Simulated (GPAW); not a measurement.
# AlN (F-43m) in GPAW: convergence with smearing function

Aim: find how far smearing function must go before the results for AlN settle, at r2SCAN. This setting moves, with any that are tied to it; all else stays.

Everything below comes from runs of GPAW 26.7.0. Logs are shortened: lines on timing, memory, paths and dates and some standing lists are left out, and cuts for length are marked. The log counts tension as positive stress, the text compression.

## (1) The structure

It takes space group F-43m (No. 216, cubic). Conventional cell: a = 4.368 Å, b = 4.368 Å, c = 4.368 Å, α = 90.00°, β = 90.00°, γ = 90.00°. Al (site symmetry -43m) is surrounded by 4 N at 1.89 Å. N (site symmetry -43m) has 4 Al at 1.89 Å as nearest neighbours.

Measurements of this composition are mostly on another form, of space group No. 186.

## (2) With smearing function fermi-dirac

run.py reads:

```python
from ase.dft.bandgap import bandgap
from ase.io import read, write
from ase.units import GPa
from gpaw import GPAW, PW

atoms = read('AlN.xyz')

calc = GPAW(mode=PW(800),
            xc='MGGA_X_R2SCAN+MGGA_C_R2SCAN',
            kpts={'size': (10, 10, 10), 'gamma': True},
            occupations={'name': 'fermi-dirac', 'width': 0.1},
            nbands=11,
            convergence={'density': 1e-05, 'energy': 1e-05},
            maxiter=100,
            txt='gpaw.txt')
atoms.calc = calc
energy = atoms.get_potential_energy()
forces = atoms.get_forces()
stress = atoms.get_stress()
calc.write('gs.gpw')
write('result.traj', atoms)
print(f'Energy: {energy:.6f} eV')
print('Forces (eV/A):')
print(forces.round(4))
print('Stress (GPa):', (stress / GPa).round(3))
print('Fermi level:', round(calc.get_fermi_level(), 4), 'eV')
print(f'Gap: {bandgap(calc)[0]:.4f} eV, direct: {bandgap(calc, direct=True)[0]:.4f} eV')
```

AlN.xyz reads:

```xyz
2
Lattice="0.0000000000 2.1839935596 2.1839935596 2.1839935596 0.0000000000 2.1839935596 2.1839935596 2.1839935596 0.0000000000" Properties=species:S:1:pos:R:3 pbc="T T T"
Al     0.0000000000      0.0000000000      0.0000000000
N      1.0919967798      1.0919967798      1.0919967798
```

Potentials or basis: GPAW PAW data sets (gpaw-data 1.2.1), pw.

The run is started by

```sh
> OMP_NUM_THREADS=1 python run.py
```

Run time: 42 s. Hardware: 1 thread of Arm Neoverse V1, shared host; peak memory 0.19 GiB.

Results (log left out):

- Free energy: -19.0405 eV
- Pressure: 1.0 GPa
- Band gap on the k mesh: 3.99 eV, indirect (least direct gap 4.94 eV)

## (3) With smearing function gaussian

Edit run.py of step 2 so:

```diff
@@ -10,3 +10,3 @@
             kpts={'size': (10, 10, 10), 'gamma': True},
-            occupations={'name': 'fermi-dirac', 'width': 0.1},
+            occupations={'name': 'methfessel-paxton', 'order': 0, 'width': 0.1},
             nbands=11,
```

AlN.xyz is that of step 2.

Potentials or basis: GPAW PAW data sets (gpaw-data 1.2.1), pw.

The run is started by

```sh
> OMP_NUM_THREADS=1 python run.py
```

Wall time 40 s (1 thread of Arm Neoverse V1, shared host); peak memory 0.19 GiB.

It converged, with:

* Free energy: -19.0405 eV
* Pressure: 1.0 GPa
* Band gap on the k mesh: 3.99 eV, indirect (least direct gap 4.94 eV)

## (4) With smearing function marzari-vanderbilt

Edit run.py of step 3 so:

```diff
@@ -10,3 +10,3 @@
             kpts={'size': (10, 10, 10), 'gamma': True},
-            occupations={'name': 'methfessel-paxton', 'order': 0, 'width': 0.1},
+            occupations={'name': 'marzari-vanderbilt', 'width': 0.1},
             nbands=11,
```

AlN.xyz is that of step 3.

The run is started by

```sh
> OMP_NUM_THREADS=1 python run.py
```

Wall time 40 s (1 thread of Arm Neoverse V1, shared host); peak memory 0.19 GiB.

The run converged. Its results:

```yaml
Free_energy: -19.0399 eV
Pressure: 1.0 GPa
Band_gap_on_the_k_mesh: 3.99 eV, indirect (least direct gap 4.94 eV)
```

## (5) With smearing function methfessel-paxton

Edit run.py of step 4 so:

```diff
@@ -10,3 +10,3 @@
             kpts={'size': (10, 10, 10), 'gamma': True},
-            occupations={'name': 'marzari-vanderbilt', 'width': 0.1},
+            occupations={'name': 'methfessel-paxton', 'width': 0.1, 'order': 1},
             nbands=11,
```

AlN.xyz is that of step 4.

The run is started by

```sh
> OMP_NUM_THREADS=1 python run.py
```

It took 41 s on 1 thread of Arm Neoverse V1, shared host; peak memory 0.19 GiB.

The run converged. Its results:

```
Free energy            : -19.0404 eV
Pressure               : 1.0 GPa
Band gap on the k mesh : 3.99 eV, indirect (least direct gap 4.94 eV)
```

## (6) With smearing function tetrahedron-method

Edit run.py of step 5 so:

```diff
@@ -10,3 +10,3 @@
             kpts={'size': (10, 10, 10), 'gamma': True},
-            occupations={'name': 'methfessel-paxton', 'width': 0.1, 'order': 1},
+            occupations={'name': 'tetrahedron-method'},
             nbands=11,
```

AlN.xyz is that of step 5.

Potentials or basis: GPAW PAW data sets (gpaw-data 1.2.1), pw.

The run is started by

```sh
> OMP_NUM_THREADS=1 python run.py
```

Wall time 40 s (1 thread of Arm Neoverse V1, shared host); peak memory 0.19 GiB.

It converged, with:

```
Free energy            : -19.0405 eV
Pressure               : 1.0 GPa
Band gap on the k mesh : 3.99 eV, indirect (least direct gap 4.94 eV)
```

## (7) With smearing function improved-tetrahedron-method

Edit run.py of step 6 so:

```diff
@@ -10,3 +10,3 @@
             kpts={'size': (10, 10, 10), 'gamma': True},
-            occupations={'name': 'tetrahedron-method'},
+            occupations={'name': 'improved-tetrahedron-method'},
             nbands=11,
```

AlN.xyz is that of step 6.

The run is started by

```sh
> OMP_NUM_THREADS=1 python run.py
```

Wall time 40 s (1 thread of Arm Neoverse V1, shared host); peak memory 0.19 GiB.

It converged, with:

```yaml
Free_energy: -19.0405 eV
Pressure: 1.0 GPa
Band_gap_on_the_k_mesh: 3.99 eV, indirect (least direct gap 4.94 eV)
```

## (8) With smearing function fixed

Edit run.py of step 7 so:

```diff
@@ -10,3 +10,3 @@
             kpts={'size': (10, 10, 10), 'gamma': True},
-            occupations={'name': 'improved-tetrahedron-method'},
+            occupations={'width': 0.0},
             nbands=11,
```

AlN.xyz is that of step 7.

Potentials or basis: GPAW PAW data sets (gpaw-data 1.2.1), pw.

The run is started by

```sh
> OMP_NUM_THREADS=1 python run.py
```

gpaw.txt:

```text
__  _  _
 | _ |_)|_||  |
 |__||  | ||/\| - 26.7.0

Input parameters:
  mode=PW(ecut=800.0),
  convergence={'density': 1e-05, 'energy': 1e-05},
  kpts=MonkhorstPack(size=(10, 10, 10), gamma=True),
  maxiter=100,
  nbands=11,
  occupations=Occupations(width=0.0),
  xc=XC(name='MGGA_X_R2SCAN+MGGA_C_R2SCAN')

Diagonalizing LCAO Hamiltonian
Converting LCAO to pw mode

           N
       Al

Atoms  # Å, Bohr magnetons
|   | symbol |        x |        y |        z |    initial magnetic moments |
|---|--------|----------|----------|----------|-----------------------------|
| 0 |     Al | 0.000000 | 0.000000 | 0.000000 | ( 0.0000,  0.0000,  0.0000) |
| 1 |      N | 1.091997 | 1.091997 | 1.091997 | ( 0.0000,  0.0000,  0.0000) |

Unit cell  # Å
| periodic |        x |        y |        z |  lengths |    angles |
|----------|----------|----------|----------|----------|-----------|
|      yes | 0.000000 | 2.183994 | 2.183994 | 3.088633 | 60.000000 |
|      yes | 2.183994 | 0.000000 | 2.183994 | 3.088633 | 60.000000 |
|      yes | 2.183994 | 2.183994 | 0.000000 | 3.088633 | 60.000000 |

Number of symmetries: 24
Symmetry operations  # r_c * U_cc + t_c -> r_c
|    | kind |            matrix            |
|----|------|------------------------------|
|  0 |  E   |  1, 0, 0,  0, 1, 0,  0, 0, 1 |
|  1 |  σ   |  1, 0, 0,  0, 0, 1,  0, 1, 0 |
|  2 |  σ   |  1, 0,-1,  0, 1,-1,  0, 0,-1 |
|  3 |  C3  |  1, 0,-1,  0, 0,-1,  0, 1,-1 |
|  4 |  C3  |  1,-1, 0,  0,-1, 1,  0,-1, 0 |
|  5 |  σ   |  1,-1, 0,  0,-1, 0,  0,-1, 1 |
|  6 |  σ   |  0, 1, 0,  1, 0, 0,  0, 0, 1 |
|  7 |  C3  |  0, 1, 0,  0, 0, 1,  1, 0, 0 |
|  8 |  C2  |  0, 1,-1,  1, 0,-1,  0, 0,-1 |
|  9 |  S4  |  0, 1,-1,  0, 0,-1,  1, 0,-1 |
| 10 |  C3  |  0, 0, 1,  1, 0, 0,  0, 1, 0 |
| 11 |  σ   |  0, 0, 1,  0, 1, 0,  1, 0, 0 |
| 12 |  S4  |  0, 0,-1,  1, 0,-1,  0, 1,-1 |
| 13 |  C3  |  0, 0,-1,  0, 1,-1,  1, 0,-1 |
| 14 |  S4  |  0,-1, 1,  1,-1, 0,  0,-1, 0 |
| 15 |  C2  |  0,-1, 1,  0,-1, 0,  1,-1, 0 |
| 16 |  C3  |  0,-1, 0,  1,-1, 0,  0,-1, 1 |
| 17 |  S4  |  0,-1, 0,  0,-1, 1,  1,-1, 0 |
| 18 |  S4  | -1, 1, 0, -1, 0, 1, -1, 0, 0 |
| 19 |  C3  | -1, 1, 0, -1, 0, 0, -1, 0, 1 |
| 20 |  C3  | -1, 0, 1, -1, 1, 0, -1, 0, 0 |
| 21 |  S4  | -1, 0, 1, -1, 0, 0, -1, 1, 0 |
| 22 |  σ   | -1, 0, 0, -1, 1, 0, -1, 0, 1 |
| 23 |  C2  | -1, 0, 0, -1, 0, 1, -1, 1, 0 |

BZ-sampling:
  Number of BZ points: 1000
  Number of IBZ points: 47

  Monkhorst-Pack size: [10, 10, 10]
  Monkhorst-Pack shift: [0.05, 0.05, 0.05]

K-points  # in reciprocal-cell coordinates
|     |                                coordinates |     weight |
|-----|--------------------------------------------|------------|
|   0 | (  0.00000000,   0.00000000,   0.00000000) | 0.00100000 |
|   1 | (  0.10000000,   0.10000000,   0.00000000) | 0.00600000 |
|   2 | (  0.10000000,   0.10000000,   0.10000000) | 0.00800000 |
|   3 | (  0.20000000,   0.10000000,   0.10000000) | 0.01200000 |
|   4 | (  0.20000000,   0.20000000,   0.00000000) | 0.00600000 |
|   5 | (  0.20000000,   0.20000000,   0.10000000) | 0.02400000 |
|   6 | (  0.20000000,   0.20000000,   0.20000000) | 0.00800000 |
|   7 | (  0.30000000,   0.20000000,   0.10000000) | 0.02400000 |
|   8 | (  0.30000000,   0.20000000,   0.20000000) | 0.02400000 |
|   9 | (  0.30000000,   0.30000000,   0.00000000) | 0.00600000 |
| ... |                                            |            |
|  46 | (  0.50000000,   0.50000000,   0.50000000) | 0.00400000 |

Plane wave coefficients: 1090
Cutoff: 800.0 eV

Spin-components: 1 (collinear spins)
Bands:           11
Projectors:      10
Spin-degeneracy: 2
Datatype:        complex128

Parallelization:
  kpt:    1
  domain: 1
  band:   1

Density:
  Valence electrons: 8.0
  Components: 1
  Grid points: [21 21 21]
  Charge: 0.0  # |e|

Potential:
  Grid points: [21 21 21]

species:
  Al:
    name:    Aluminium
    Z:       13.0
    valence: 3
    core:    10
    charge:  0.0  # [|e|]
    compensation charges:
      type: gauss
      rc: 0.34  # [Å]
      lmax: 2
    cutoffs:
      filter: 1.91  # [Å]
      core: 2.36  # [Å]
    projectors
    | kind |    occ | energy [eV] | rcut [Å] |
    |------|--------|-------------|----------|
    |   3s |  2.000 |      -7.753 |    1.085 |
    |   3p |  1.000 |      -2.712 |    1.085 |
    |    s |        |      19.459 |    1.085 |
    |    p |        |      24.499 |    1.085 |
    |    d |        |       0.000 |    1.085 |

    Using partial waves for Al as LCAO basis

  N:
    name:    Nitrogen
    Z:       7.0
    valence: 5
    core:    2
    charge:  0.0  # [|e|]
    compensation charges:
      type: gauss
      rc: 0.18  # [Å]
      lmax: 2
    cutoffs:
      filter: 1.11  # [Å]
      core: 0.96  # [Å]
    projectors
    | kind |    occ | energy [eV] | rcut [Å] |
    |------|--------|-------------|----------|
    |   2s |  2.000 |     -18.583 |    0.603 |
    |   2p |  3.000 |      -7.089 |    0.529 |
    |    s |        |       8.629 |    0.603 |
    |    p |        |      20.123 |    0.529 |
    |    d |        |       0.000 |    0.577 |

    Using partial waves for N as LCAO basis

Reference energy: -8085.144769  # eV

eigensolver:
  PPCG
  Converge bands: occupied
  niter=2

density mixing:
  MSR1-Mixer
  Pratt-step length: 0.05
  Maximum mixing coefficient: 0.75
  Old densities: 10
  SVD Regularization: 0.005
  Good broyden scale: 1.0
  Trust region scale: 1.0
  Backstep threshold: 4.0
  History deletion threshold: 6.0
  Fourier metric: weight=20.0, sigma=0.015

occupation numbers:
  # Zero width

poisson solver:
  ecut: 6400.0  # eV

xc functional:
  name: MGGA_X_R2SCAN+MGGA_C_R2SCAN with 2 nearest neighbor stencil

convergence criteria:
- Maximum integral of absolute [dens]ity change: 1e-05 electrons / valence electron
- Maximum [total energy] change in last 3 cyles: 1e-05 eV / valence electron
- Maximum integral of absolute [eigenst]ate change: 4e-08 eV^2 / valence electron
maximum number of iterations: 100

SCF iterations
|iter     | |      energy | eigst |  dens |
|---------|-|-------------|-------|-------|
|iter:   1| |  -23.084901 | -0.23 |       |
|iter:   2| |  -20.254792 | -1.47 | -0.56 |
|iter:   3| |  -18.941669 | -0.74 | -0.60 |
|iter:   4| |  -19.031145 | -2.68 | -1.22 |
|iter:   5| |  -19.040616 | -2.90 | -1.51 |
|iter:   6| |  -19.040529 | -4.70 | -2.60 |
|iter:   7| |  -19.040546 | -5.94 | -3.16 |
|iter:   8| |  -19.040546c| -7.66c| -4.03 |
|iter:   9| |  -19.040546c| -7.87c| -4.98 |
|iter:  10| |  -19.040546c| -9.16c| -5.78c|

Converged in 10 steps
Energy contributions relative to reference atoms: (reference = -8085.144769)

Energy contributions:
  Kinetic:          14.438163
  Coulomb:         -11.894236
  Zero:              0.044043
  External:          0.000000
  Xc:              -21.628516
  Entropy:           0.000000
  Spinorbit:         0.000000
  ----------------------------
  Free energy:     -19.040546
  Extrapolated:    -19.040546

dipole moment: (-8.522640, -8.522640, -8.522640)  # |e|*Ang

Fermi level: 7.711
Eigenvalues  # (at kpt = [0.000, 0.000, 0.000])
| band index |      eig [eV] | occ [0-2] |
|------------|---------------|-----------|
|          0 |       -10.031 |     2.000 |
|          1 |         5.717 |     2.000 |
|          2 |         5.717 |     2.000 |
|          3 |         5.717 |     2.000 |
|          4 |        10.659 |     0.000 |
|          5 |        19.286 |     0.000 |
|          6 |        19.286 |     0.000 |
|          7 |        19.286 |     0.000 |
|          8 |        24.350 |     0.000 |
|          9 |        24.355 |     0.000 |
|         10 |        26.086 |     0.000 |

Gap: 3.987 eV
Transition (v -> c):
  (s=0, k=0, n=3, [0.00, 0.00, 0.00]) -> (s=0, k=41, n=4, [0.50, 0.50, 0.00])
Direct/indirect transitions are different
Direct gap: 4.942 eV
Transition at: (s=0, k=0, n=3, [0.00, 0.00, 0.00])

Forces  # eV/Ang
|        x |        y |        z |
|----------|----------|----------|
| -0.00000 | -0.00000 | -0.00000 |  # Al   0
|  0.00000 |  0.00000 |  0.00000 |  # N    1

Stress tensor  # eV/Ang^3
|         x |         y |         z |
|-----------|-----------|-----------|
| -0.005995 |  0.000000 |  0.000000 |
|  0.000000 | -0.005995 | -0.000000 |
|  0.000000 | -0.000000 | -0.005995 |

# Writing to gs.gpw (mode='')
```

Wall time 39 s (1 thread of Arm Neoverse V1, shared host); peak memory 0.19 GiB.

What came out:

- Free energy: -19.0405 eV
- Pressure: 1.0 GPa
- Band gap on the k mesh: 3.99 eV, indirect (least direct gap 4.94 eV)

## (9) Result

| smearing function | energy less the tightest run, at zero smearing (meV/atom) | SCF cycles | CPU time (s) | peak memory (GiB) |
| --- | --- | --- | --- | --- |
| fermi-dirac | 0.00 | 10 | 42 | 0.19 |
| gaussian | 0.00 | 10 | 40 | 0.19 |
| marzari-vanderbilt | 0.31 | 10 | 40 | 0.19 |
| methfessel-paxton | 0.04 | 10 | 41 | 0.19 |
| tetrahedron-method | 0.00 | 10 | 40 | 0.19 |
| improved-tetrahedron-method | 0.00 | 10 | 40 | 0.19 |
| fixed | 0.00 | 10 | 39 | 0.19 |

Against the tightest run, the energy stays within 1 meV/atom from fermi-dirac on. The tightest run that finished is the yardstick and may itself not be fully converged.

Caveats: the PAW data sets were made with another functional, which shifts forces and pressure a little.
